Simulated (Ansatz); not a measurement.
```
CELL_PARAMETERS angstrom
0.00000 2.28290 2.28290
2.28290 0.00000 2.28290
2.28290 2.28290 0.00000
ATOMIC_POSITIONS crystal
Ti 0.00000 0.00000 0.00000
O 0.25000 0.25000 0.25000
O 0.75000 0.75000 0.75000
```

PBE orbitals in Ansatz, all-electron datasets in plane waves (scalar-relativistic, Gaussian nuclei), wave cutoff 3300 eV, 4×4×4 mesh, Wigner-Seitz cut of the exact exchange.

The cell is then scaled evenly to 1.128 times this volume.

Energy change of the cell: PBE -0.655 eV (mean pressure +34.5 GPa).

**Question.** What change follows for the Hartree-Fock expression on the same orbitals?

**Answer.** The Hartree-Fock expression on the same orbitals: -0.389 eV (mean pressure +20.5 GPa).

The cell is a model at fixed atoms and needn't be the relaxed known crystal. The mesh is coarse, so these steps aren't converged.
